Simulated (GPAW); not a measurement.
# Mo (P-1) in GPAW: relaxation of cell and atoms with PBE+D3(BJ)

Aim: the relaxation of cell and atoms of Mo with PBE+D3(BJ).

Everything below comes from runs of GPAW 26.7.0. Logs are shortened: lines on timing, memory, paths and dates and some standing lists are left out, and cuts for length are marked. The log counts tension as positive stress, the text compression.

## (1) The cell of the first run

The typed cell holds 1 atom: a = 2.825 Å, b = 2.722 Å, c = 2.538 Å, α = 89.36°, β = 92.00°, γ = 122.00°.

This isn't the form of Mo at room conditions, which is bcc.

## (2) Relaxation of cell and atoms, PBE+D3(BJ) (cell sheared at random, sigma 0.01, atoms nudged by 0.01 Å)

Contents of run.py:

```python
from ase.calculators.mixing import SumCalculator
from ase.filters import FrechetCellFilter
from ase.io import read, write
from ase.optimize import LBFGS
from dftd3.ase import DFTD3
from gpaw import GPAW, PW

atoms = read('POSCAR')

calc = GPAW(mode=PW(600),
            xc='PBE',
            kpts={'size': (11, 11, 10), 'gamma': True},
            occupations={'name': 'fermi-dirac', 'width': 0.01},
            nbands=16,
            convergence={'density': 1e-05, 'energy': 1e-05},
            eigensolver={'name': 'davidson', 'niter': 4},
            random=True,
            maxiter=75,
            symmetry={'tolerance': 0.001},
            txt='gpaw.txt')
atoms.calc = SumCalculator([calc, DFTD3(method='pbe', damping='d3bj')])
opt = LBFGS(FrechetCellFilter(atoms), trajectory='relax.traj', logfile='-')
done = opt.run(fmax=0.05, steps=60)
calc.write('gs.gpw')
write('result.traj', atoms)
print('Converged:', done)
print('Cell:', atoms.cell.cellpar().round(4))
print('Volume:', round(atoms.get_volume(), 4))
print(atoms.get_scaled_positions().round(5))
```

Contents of POSCAR:

```
Mo
1.0
    2.8244807000     -0.0180516400     -0.0483609000
   -1.4278735300      2.3175461800      0.0145522700
   -0.0451728600     -0.0103847700      2.5373308300
Mo
1
Direct
    0.0000000000      0.0000000000      0.5000000000
```

Potentials or basis: GPAW PAW data sets (gpaw-data 1.2.1), pw.

Command:

```
> OMP_NUM_THREADS=1 python run.py
```

gpaw.txt:

```text
__  _  _
 | _ |_)|_||  |
 |__||  | ||/\| - 26.7.0

Input parameters:
  mode=PW(ecut=600.0),
  convergence={'density': 1e-05, 'energy': 1e-05},
  eigensolver=Davidson(niter=4),
  kpts=MonkhorstPack(size=(11, 11, 10), gamma=True),
  maxiter=75,
  nbands=16,
  occupations=Occupations(name='fermi-dirac', width=0.01),
  random=True,
  symmetry=Symmetry(tolerance=0.001),
  xc=XC(name='PBE')
Initializing wave functions with random numbers

       Mo

Atoms  # Å, Bohr magnetons
|   | symbol |         x |         y |        z |    initial magnetic moments |
|---|--------|-----------|-----------|----------|-----------------------------|
| 0 |     Mo | -0.022586 | -0.005192 | 1.268665 | ( 0.0000,  0.0000,  0.0000) |

Unit cell  # Å
| periodic |         x |         y |         z |  lengths |     angles |
|----------|-----------|-----------|-----------|----------|------------|
|      yes |  2.824481 | -0.018052 | -0.048361 | 2.824952 |  89.358383 |
|      yes | -1.427874 |  2.317546 |  0.014552 | 2.722142 |  91.999315 |
|      yes | -0.045173 | -0.010385 |  2.537331 | 2.537754 | 122.004424 |

Number of symmetries: 2
Symmetry operations  # r_c * U_cc + t_c -> r_c
|   | kind |            matrix            |
|---|------|------------------------------|
| 0 |  E   |  1, 0, 0,  0, 1, 0,  0, 0, 1 |
| 1 |  i   | -1, 0, 0,  0,-1, 0,  0, 0,-1 |
[... 140 lines left out ...]
| band index |      eig [eV] | occ [0-2] |
|------------|---------------|-----------|
|          0 |       -48.624 |     2.000 |
|          1 |       -22.032 |     2.000 |
|          2 |       -21.913 |     2.000 |
|          3 |       -21.830 |     2.000 |
|          4 |         5.734 |     2.000 |
|          5 |         8.212 |     2.000 |
[... 8 lines left out ...]
|         14 |        36.593 |     0.000 |
|         15 |        38.677 |     0.000 |

No gap
No difference between direct/indirect transitions

Stress tensor  # eV/Ang^3
|         x |         y |        z |
|-----------|-----------|----------|
| -0.043503 |  0.000558 | 0.017396 |
|  0.000558 | -0.031837 | 0.004261 |
|  0.017396 |  0.004261 | 0.021042 |

Forces  # eV/Ang
|       x |       y |       z |
|---------|---------|---------|
| 0.00000 | 0.00000 | 0.00000 |  # Mo   0

Interpolating wave functions to new cell

       Mo

Atoms  # Å, Bohr magnetons
|   | symbol |         x |         y |        z |    initial magnetic moments |
|---|--------|-----------|-----------|----------|-----------------------------|
| 0 |     Mo | -0.027774 | -0.006445 | 1.250320 | ( 0.0000,  0.0000,  0.0000) |

Unit cell  # Å
| periodic |         x |         y |         z |  lengths |     angles |
|----------|-----------|-----------|-----------|----------|------------|
|      yes |  2.825891 | -0.018358 | -0.059169 | 2.826570 |  89.206005 |
|      yes | -1.428871 |  2.312177 |  0.017853 | 2.718116 |  92.470031 |
|      yes | -0.055548 | -0.012889 |  2.500640 | 2.501291 | 122.087961 |
[... 305 lines left out ...]
convergence criteria:
- Maximum integral of absolute [dens]ity change: 1e-05 electrons / valence electron
- Maximum [total energy] change in last 3 cyles: 1e-05 eV / valence electron
- Maximum integral of absolute [eigenst]ate change: 4e-08 eV^2 / valence electron
maximum number of iterations: 75

SCF iterations
|iter     | |      energy | eigst |  dens |
|---------|-|-------------|-------|-------|
|iter:   1| |  -10.426354 |       |       |
|iter:   2| |  -10.424714 | -4.37 | -1.97 |
|iter:   3| |  -10.415832 | -4.53 | -2.00 |
|iter:   4| |  -10.415868 | -6.89 | -2.86 |
|iter:   5| |  -10.415893c| -7.26 | -3.27 |
|iter:   6| |  -10.415896c| -8.26c| -3.88 |
|iter:   7| |  -10.415896c|-10.11c| -4.77 |
|iter:   8| |  -10.415896c|-10.61c| -5.19c|

Converged in 8 steps
Energy contributions relative to reference atoms: (reference = -110134.072632)

Energy contributions:
  Kinetic:          -9.164472
  Coulomb:           5.324968
  Zero:             -0.327214
  External:          0.000000
  Xc:               -6.249050
  Entropy:          -0.000257
  Spinorbit:         0.000000
  ----------------------------
  Free energy:     -10.416024
  Extrapolated:    -10.415896
[... 751 lines left out ...]
convergence criteria:
- Maximum integral of absolute [dens]ity change: 1e-05 electrons / valence electron
- Maximum [total energy] change in last 3 cyles: 1e-05 eV / valence electron
- Maximum integral of absolute [eigenst]ate change: 4e-08 eV^2 / valence electron
maximum number of iterations: 75

SCF iterations
|iter     | |      energy | eigst |  dens |
|---------|-|-------------|-------|-------|
|iter:   1| |  -10.419917 |       |       |
|iter:   2| |  -10.418000 | -4.40 | -1.94 |
|iter:   3| |  -10.406997 | -4.30 | -1.98 |
|iter:   4| |  -10.407004 | -6.61 | -2.85 |
|iter:   5| |  -10.407022c| -7.29 | -3.30 |
|iter:   6| |  -10.407025c| -8.42c| -3.89 |
|iter:   7| |  -10.407025c|-10.09c| -4.75 |
|iter:   8| |  -10.407025c|-10.54c| -5.17c|

Converged in 8 steps
Energy contributions relative to reference atoms: (reference = -110134.072632)

Energy contributions:
  Kinetic:          -9.663909
  Coulomb:           5.738121
  Zero:             -0.326026
  External:          0.000000
  Xc:               -6.155078
  Entropy:          -0.000266
  Spinorbit:         0.000000
  ----------------------------
  Free energy:     -10.407158
  Extrapolated:    -10.407025
[... 607 lines left out ...]
Stress tensor  # eV/Ang^3
|         x |         y |         z |
|-----------|-----------|-----------|
| -0.056483 | -0.000524 |  0.007445 |
| -0.000524 | -0.033754 |  0.004954 |
|  0.007445 |  0.004954 | -0.040523 |

Forces  # eV/Ang
|       x |       y |       z |
|---------|---------|---------|
| 0.00000 | 0.00000 | 0.00000 |  # Mo   0

Interpolating wave functions to new cell

       Mo

Atoms  # Å, Bohr magnetons
|   | symbol |        x |        y |        z |    initial magnetic moments |
|---|--------|----------|----------|----------|-----------------------------|
| 0 |     Mo | 0.004437 | 0.001382 | 1.236914 | ( 0.0000,  0.0000,  0.0000) |

Unit cell  # Å
| periodic |         x |         y |         z |  lengths |     angles |
|----------|-----------|-----------|-----------|----------|------------|
|      yes |  2.822186 | -0.003640 | -0.005909 | 2.822194 |  89.991736 |
|      yes | -1.414376 |  2.328028 |  0.002864 | 2.724001 |  89.914548 |
|      yes |  0.008873 |  0.002765 |  2.473827 | 2.473845 | 121.354424 |

Number of symmetries: 2
Symmetry operations  # r_c * U_cc + t_c -> r_c
|   | kind |            matrix            |
|---|------|------------------------------|
| 0 |  E   |  1, 0, 0,  0, 1, 0,  0, 0, 1 |
| 1 |  i   | -1, 0, 0,  0,-1, 0,  0, 0,-1 |

BZ-sampling:
  Number of BZ points: 1210
  Number of IBZ points: 606
[... 98 lines left out ...]
convergence criteria:
- Maximum integral of absolute [dens]ity change: 1e-05 electrons / valence electron
- Maximum [total energy] change in last 3 cyles: 1e-05 eV / valence electron
- Maximum integral of absolute [eigenst]ate change: 4e-08 eV^2 / valence electron
maximum number of iterations: 75

SCF iterations
|iter     | |      energy | eigst |  dens |
|---------|-|-------------|-------|-------|
|iter:   1| |  -10.422126 |       |       |
|iter:   2| |  -10.419566 | -3.77 | -1.82 |
|iter:   3| |  -10.402875 | -4.07 | -1.85 |
|iter:   4| |  -10.402856 | -6.16 | -2.75 |
|iter:   5| |  -10.402857c| -7.00 | -3.16 |
|iter:   6| |  -10.402857c| -8.97c| -4.33 |
|iter:   7| |  -10.402857c|-10.14c| -4.84 |
|iter:   8| |  -10.402857c|-11.37c| -5.64c|

Converged in 8 steps
Energy contributions relative to reference atoms: (reference = -110134.072632)

Energy contributions:
  Kinetic:          -9.590370
  Coulomb:           5.665662
  Zero:             -0.326035
  External:          0.000000
  Xc:               -6.151950
  Entropy:          -0.000329
  Spinorbit:         0.000000
  ----------------------------
  Free energy:     -10.403021
  Extrapolated:    -10.402857
[... 27 lines left out ...]
Stress tensor  # eV/Ang^3
|         x |         y |         z |
|-----------|-----------|-----------|
| -0.046507 | -0.000064 | -0.001024 |
| -0.000064 | -0.034849 | -0.000408 |
| -0.001024 | -0.000408 | -0.055521 |

Forces  # eV/Ang
|       x |       y |       z |
|---------|---------|---------|
| 0.00000 | 0.00000 | 0.00000 |  # Mo   0

Interpolating wave functions to new cell

       Mo

Atoms  # Å, Bohr magnetons
|   | symbol |        x |        y |        z |    initial magnetic moments |
|---|--------|----------|----------|----------|-----------------------------|
| 0 |     Mo | 0.004243 | 0.006250 | 1.241852 | ( 0.0000,  0.0000,  0.0000) |

Unit cell  # Å
| periodic |         x |         y |         z |  lengths |     angles |
|----------|-----------|-----------|-----------|----------|------------|
|      yes |  2.782380 | -0.000958 | -0.005191 | 2.782385 |  89.606416 |
|      yes | -1.391501 |  2.351335 |  0.011689 | 2.732249 |  89.911253 |
|      yes |  0.008485 |  0.012500 |  2.483704 | 2.483750 | 120.636586 |

Number of symmetries: 2
Symmetry operations  # r_c * U_cc + t_c -> r_c
|   | kind |            matrix            |
|---|------|------------------------------|
| 0 |  E   |  1, 0, 0,  0, 1, 0,  0, 0, 1 |
| 1 |  i   | -1, 0, 0,  0,-1, 0,  0, 0,-1 |

BZ-sampling:
  Number of BZ points: 1210
  Number of IBZ points: 606
[... 1659 lines left out ...]
convergence criteria:
- Maximum integral of absolute [dens]ity change: 1e-05 electrons / valence electron
- Maximum [total energy] change in last 3 cyles: 1e-05 eV / valence electron
- Maximum integral of absolute [eigenst]ate change: 4e-08 eV^2 / valence electron
maximum number of iterations: 75

SCF iterations
|iter     | |      energy | eigst |  dens |
|---------|-|-------------|-------|-------|
|iter:   1| |  -10.443845 |       |       |
|iter:   2| |  -10.439881 | -3.87 | -1.79 |
|iter:   3| |  -10.415961 | -3.83 | -1.82 |
|iter:   4| |  -10.415938 | -6.56 | -2.75 |
|iter:   5| |  -10.415948c| -7.39 | -3.15 |
|iter:   6| |  -10.415950c| -8.33c| -3.81 |
|iter:   7| |  -10.415950c| -9.60c| -4.65 |
|iter:   8| |  -10.415950c|-10.58c| -5.24c|

Converged in 8 steps
Energy contributions relative to reference atoms: (reference = -110134.072632)

Energy contributions:
  Kinetic:         -10.008385
  Coulomb:           5.975191
  Zero:             -0.322913
  External:          0.000000
  Xc:               -6.059674
  Entropy:          -0.000337
  Spinorbit:         0.000000
  ----------------------------
  Free energy:     -10.416118
  Extrapolated:    -10.415950
[... 221 lines left out ...]
Stress tensor  # eV/Ang^3
|         x |         y |         z |
|-----------|-----------|-----------|
| -0.043510 | -0.000035 |  0.000509 |
| -0.000035 | -0.042575 |  0.000482 |
|  0.000509 |  0.000482 | -0.039968 |

Forces  # eV/Ang
|       x |       y |       z |
|---------|---------|---------|
| 0.00000 | 0.00000 | 0.00000 |  # Mo   0

# Writing to gs.gpw (mode='')
```

Wall time 37 min (1 thread of Arm Neoverse V1, shared host); peak memory 0.47 GiB.

What came out:

| Quantity | Value |
| --- | --- |
| Free energy | -11.0968 eV |
| Relaxed volume | 16.32 Å³/atom |
| Relaxed cell | a = 2.913 Å, b = 2.691 Å, c = 2.490 Å, α = 90.03°, β = 90.05°, γ = 123.25° |
| Space group after relaxing (to 0.05 Å) | Cmmm (No. 65) |
| Energy gained by relaxing | 12.2 meV/atom |
| Ionic steps | 21 |
| Pressure after relaxing | -0.1 GPa |
| Band gap on the k mesh | none (metal or under the smearing width) |
| Dispersion energy per atom | -0.682 eV |

The path:
```csv
step,energy change (eV),largest force (eV/Å),pressure (GPa),volume (Å³)
1,0.0000,0.0000,-3.76,16.54
2,-0.0127,0.0000,-0.24,16.27
3,-0.0212,0.0000,1.55,16.14
4,-0.0709,0.0000,6.07,15.85
5,-0.0072,0.0000,3.43,16.07
6,-0.0036,0.0000,-1.48,16.37
7,-0.0076,0.0000,0.21,16.25
8,-0.0075,0.0000,0.28,16.25
9,-0.0078,0.0000,0.15,16.26
10,-0.0104,0.0000,0.10,16.28
11,-0.0039,0.0000,0.39,16.24
12,-0.0014,0.0000,0.07,16.25
13,-0.0075,0.0000,0.25,16.26
14,0.2808,0.0000,8.28,16.38
15,-0.0123,0.0000,0.40,16.31
16,-0.0118,0.0000,0.23,16.28
17,-0.0136,0.0000,0.30,16.30
18,-0.0144,0.0000,0.35,16.30
19,-0.0099,0.0000,0.80,16.26
20,-0.0121,0.0000,-0.53,16.36
21,-0.0122,0.0000,-0.11,16.32
```

Final structure:
```
Mo
1.0
     2.91266   -0.01227   -0.00729
    -1.46632    2.25676    0.00128
     0.00410   -0.00040    2.48986
Mo
1
Direct
  0.00000 0.00000 0.50000
```

Levels at points of the mesh, in eV from the Fermi level:
| k point | band 4 | band 5 | band 6 | band 7 | band 8 | band 9 | band 10 | band 11 |
| --- | --- | --- | --- | --- | --- | --- | --- | --- |
| (0.00, 0.00, 0.00) | -34.21 | -6.81 | -4.44 | -2.21 | 0.21 | 4.03 | 4.36 | 13.00 |
| (0.00, 0.00, 0.50) | -34.23 | -3.53 | -1.19 | 0.11 | 0.24 | 0.65 | 1.07 | 10.88 |

Caveat: later steps reuse the first step's grids; pairwise dispersion overbinds metals, which lowers pressure and volume.
